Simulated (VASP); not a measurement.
Set up this calculation in VASP 6.6.1, as the native input.

```
Task                   : single point
Functional             : PBE
Potentials or basis    : VASP PAW PBE potentials, release 64 (Cd, S)
Cutoff                 : 520 eV
k mesh                 : 5 × 5 × 5
Occupations            : fermi-dirac, width 0.04 eV
Spin                   : no spin polarisation
Dipole correction      : no
Further INCAR settings : ALGO = Fast; EDIFF = 1e-07; NBANDS = 16
```

The structure of CdS (Hawleyite) lies in POSCAR:

```
CdS
1.0
    0.0000000000      2.9165000000      2.9165000000
    2.9165000000      0.0000000000      2.9165000000
    2.9165000000      2.9165000000      0.0000000000
Cd S
1 1
Direct
    0.0000000000      0.0000000000      0.0000000000
    0.7500000000      0.7500000000      0.7500000000
```

The input as run:

INCAR

```
PREC = Accurate
ENCUT = 520
EDIFF = 1E-7
ISMEAR = -1
SIGMA = 0.04
LREAL = F
LASPH = T
NELM = 100
ALGO = Fast
ISIF = 2
LWAVE = F
LCHARG = F
GGA = PE
NBANDS = 16
```

KPOINTS

```
Automatic mesh
0
Gamma
  5 5 5
```

Potentials or basis: VASP PAW PBE potentials, release 64 (Cd, S).

The run is started by

```sh
$ cat potpaw_PBE.64/Cd/POTCAR potpaw_PBE.64/S/POTCAR > POTCAR
$ mpirun -np 1 vasp_std > vasp.out
```

It gave:

```
Pressure               : 3.2 GPa
Band gap on the k mesh : 1.15 eV, direct
```

Run time: 9.2 s on 1 thread of Intel(R) Xeon(R) Platinum 8259CL CPU @ 2.50GHz (Skylake/Cascade Lake) (shared host), peak memory 0.17 GiB.
